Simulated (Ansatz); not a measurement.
Runs of Ansatz 0.2.0 on SnO2 (Cassiterite). The structure is tetragonal, space group P4_2/mnm (No. 136). Conventional cell: a = 4.738 Å, b = 4.738 Å, c = 3.187 Å, α = 90.00°, β = 90.00°, γ = 90.00°. Sn (site symmetry mmm) has 6 O at 2.05 to 2.06 Å as nearest neighbours. Around O (site symmetry m2m) lie 3 Sn at 2.05 to 2.06 Å. 

```tsv
potentials or basis	cutoff (eV)	gap on the mesh (eV)	pressure (GPa)	relaxed volume (Å³/atom)
Ansatz NC	1240	0.67	0.0	12.58
Ansatz PAW	420	0.68	0.0	12.58
Ansatz PAW earlier set	930	0.69	0.0	12.57
Ansatz PAW earlier set	900	0.68	0.0	12.58
PseudoDojo standard (PBE files)	1143	0.68	0.0	12.57
PseudoDojo stringent (PBE files)	1388	0.68	0.0	12.58
SPMS NC	1034	(a)	0.0	12.55
```

Alike in all rows: task relaxation of cell and atoms; level PBE; no spin polarisation; cell relaxed; k mesh 6 × 6 × 8; smearing fermi-dirac 0.05 eV.

Q: Fill in the values left out.

A: (a) 0.62.

Caveats: the plane-wave basis is chosen anew once the cell has moved, so the energies of steps on either side of that aren't comparable; spin-orbit coupling is left out, which moves the levels of the heavy elements.

A k mesh can miss the band edges, and the runs leave out spin-orbit coupling on Sn.

The runs don't all hold the same shells in valence.
